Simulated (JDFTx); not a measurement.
# GaN: single point with TASK

**Measured values to compare with.**

From a printed reference work, textbook, for a bulk crystal of GaN at 0 K: band gap 3.299 eV (direct).

Crystal: GaN.

```
CELL_PARAMETERS angstrom
0.00000 2.25350 2.25350
2.25350 0.00000 2.25350
2.25350 2.25350 0.00000
ATOMIC_POSITIONS crystal
Ga 0.00000 0.00000 0.00000
N 0.25000 0.25000 0.25000
```

The cell is a database's computed one.

```yaml
Program: JDFTx 1.7.0 (patched build)
Task: single point
Functional: TASK
Potentials_or_basis: SG15-PBE-1.2
Cutoff: 1088 eV
Density_cutoff: 8708 eV
k_mesh: 10 × 10 × 10
Occupations: fermi-dirac, width 0.05 eV
Spin: no spin polarisation
Bands: 15
Density_cutoff_over_wavefunction_cutoff: 8
Max_SCF_steps: 100
SCF_threshold_on_the_energy: 1e-09 Ha
Solver_of_the_electrons: scf
Further_solve_for_the_empty_bands: yes
```

```json
{"Pressure": "1.4 GPa", "Band gap on the k mesh": "2.21 eV, direct"}
```

Levels at points of the mesh, in eV from the valence-band top:
| k point | band 6 | band 7 | band 8 | band 9 | band 10 | band 11 | band 12 | band 13 |
| --- | --- | --- | --- | --- | --- | --- | --- | --- |
| (0.00, 0.00, 0.00) | -13.44 | 0.00 | 0.00 | 0.00 | 2.21 | 11.51 | 11.51 | 11.51 |
| (0.00, 0.00, 0.50) | -12.54 | -7.63 | -1.12 | -1.12 | 5.35 | 10.53 | 11.77 | 11.77 |
| (0.00, 0.50, 0.50) | -12.28 | -6.67 | -3.05 | -3.05 | 4.47 | 7.63 | 14.01 | 15.97 |

Run time: 5.2 min on 1 thread of Arm Neoverse V1 (shared host), peak memory 0.14 GiB.

A measured gap of GaN is 3.299 eV (direct; 0 K; a printed reference work, textbook); the calculated 2.21 eV misses it by -1.09 eV. Spin-orbit coupling on Ga is left out. The value is that of TASK, without temperature or zero-point motion. The cell is a database's relaxed one, not the measured one, which moves gaps too.

Caveat: the potentials were made for another functional, which shifts forces and pressure.
